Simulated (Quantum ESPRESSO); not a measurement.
SiC (Moissanite 6O SiC): equation of state with PBE

The system is SiC (Moissanite 6O SiC).

```xyz
12
Lattice="1.5389 -2.6675 0.0000 1.5389 2.6675 0.0000 0.0000 0.0000 15.1219" Properties=species:S:1:pos:R:3 pbc="T T T"
Si    1.5389    1.7910   12.2300
Si    1.5389   -1.7910    4.6690
Si    1.5389    0.0037   14.7575
Si    1.5389   -0.0037    7.1965
Si    1.5389   -1.7750    9.7083
Si    1.5389    1.7750    2.1473
C     1.5389    1.7552   10.3313
C     1.5389   -1.7552    2.7703
C     1.5389   -1.8139    7.8377
C     1.5389    1.8139    0.2767
C     1.5389   -0.0213   12.8491
C     1.5389    0.0213    5.2881
```

```yaml
Program: Quantum ESPRESSO 7.5
Task: equation of state
Functional: PBE
Potentials_or_basis: SSSP 1.3 efficiency PBE
Cutoff: 748 eV
Density_cutoff: 5987 eV
k_mesh: 10 × 10 × 2
Occupations: fermi-dirac, width 0.05 eV
Spin: no spin polarisation
Mixing_beta: 0.5
Most_SCF_iterations: 120
SCF_threshold: 2.4e-09 Ry
```

```json
{
 "Equilibrium volume": "10.52 Å³/atom",
 "Bulk modulus at fixed shape and positions": "213 GPa",
 "Pressure derivative of the bulk modulus": "3.9"
}
```

Energy against volume, from the lowest point:
```
volume (Å³/atom)  energy (meV/atom)
           9.725              45.19
           9.932              23.83
          10.139               9.61
          10.346               1.86
          10.553               0.00
          10.760               3.46
          10.967              11.76
```

All runs of the series together: 26 min on 2 threads of Intel(R) Xeon(R) 6975P-C (Granite Rapids), on a shared host.

Caveat: the cell was scaled at fixed shape and fractional positions, which overstates the stiffness of a crystal with free parameters, most of all of layers and chains.
